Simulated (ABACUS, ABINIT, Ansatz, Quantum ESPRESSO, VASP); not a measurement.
**SrCl2: programs and potentials compared**

```
Sr Cl
1.0
     0.00000    3.48835    3.48835
     3.48835    0.00000    3.48835
     3.48835    3.48835    0.00000
Sr Cl
1 2
Direct
  0.00000 0.00000 0.00000
  0.75000 0.75000 0.75000
  0.25000 0.25000 0.25000
```

Alike in all runs: task single point; functional PBE; k mesh 7 × 7 × 7; occupations fermi-dirac, width 0.05 eV; no spin polarisation; no spin-orbit coupling. Pressure is positive in compression and, in plane waves, holds the error of the finite cutoff.

```
                                  program and potentials  plane-wave cutoff (eV)  notes  pressure (GPa)
                                ABINIT, JTH PAW PBE v2.0                     680      -            0.97
                   VASP, PBE PAW files Cl, Sr_sv, 520 eV                     520      -            1.08
ABACUS, PseudoDojo NC SR 0.4.1 PBE standard, plane waves                     925      -            0.95
               Quantum ESPRESSO, SSSP 1.3 efficiency PBE                     748      -            0.96
          Ansatz, all-electron LAPW, scalar-relativistic                       -      -            0.99
```

The pressure spans 0.95 (ABACUS, PseudoDojo NC SR 0.4.1 PBE standard, plane waves) to 1.08 GPa (VASP, PBE PAW files Cl, Sr_sv, 520 eV), with all-electron results at 0.99.

The functional is the same throughout but for its coding, so the spread measures potentials, basis and numerics; runs on potential files found faulty are left out.
